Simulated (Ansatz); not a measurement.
# HfO2 under strain: ¹⁷⁹Hf nuclear quadrupole resonance

Cell: a structure deposited in the COD, relaxed with PBE at fixed cell and then changed (z compressed by 4 %).

```
Hf O
1.0
     5.11800    0.00000    0.00000
     0.00000    5.18570    0.00000
    -0.85866    0.00000    5.00531
Hf O
4 8
Direct
  0.27670 0.04188 0.20813
  0.72330 0.54188 0.29187
  0.72330 0.95812 0.79187
  0.27670 0.45812 0.70813
  0.44655 0.75838 0.48027
  0.55345 0.25838 0.01973
  0.55345 0.24162 0.51973
  0.44655 0.74162 0.98027
  0.07264 0.33925 0.33895
  0.92736 0.83925 0.16105
  0.92736 0.66075 0.66105
  0.07264 0.16075 0.83895
```

Atom numbers follow the list; atoms alike are taken as one site, whose name carries the number of the first.

The numbers come from a DFT calculation in Ansatz (PBE, plane waves and PAW (field gradients read without the response of the frozen cores, which leaves them typically 4 to 6 % off), scalar-relativistic, 420 eV cutoff, Γ-centred 4×4×4 k-points, Fermi–Dirac smearing 0.02 eV).

¹⁷⁹Hf: I = 9/2, Q = 3793 mb (year-2017 value). Static lattice, zero field.

Q: The simulated lines lie at 117.6, 145.2, 177.2, 244.7, 262.8 MHz. What are |C_Q|, η and |V_zz| at Hf?

A: For I = 9/2 and η = 0 the lines are |C_Q|/24 times 1, 2, 3 and 4; η shifts the lowest up most. At large η the states mix, and weaker lines appear at sums of the main ones; lines under 5 % of the strongest are left out. Here |C_Q| = 1503 MHz, η = 0.53 and |V_zz| = 16.38 × 10²¹ V/m². The calculation gives V_zz positive; the lines don't show the sign. The site has 7 O at 2.04–2.20 Å.

Without spin–orbit coupling the gradients at and beside Hf can be off by some per cent, at some sites by more. At this changed cell the PBE pressure is 16 GPa. The atoms aren't relaxed in the changed cell (largest force 0.5 eV/Å).
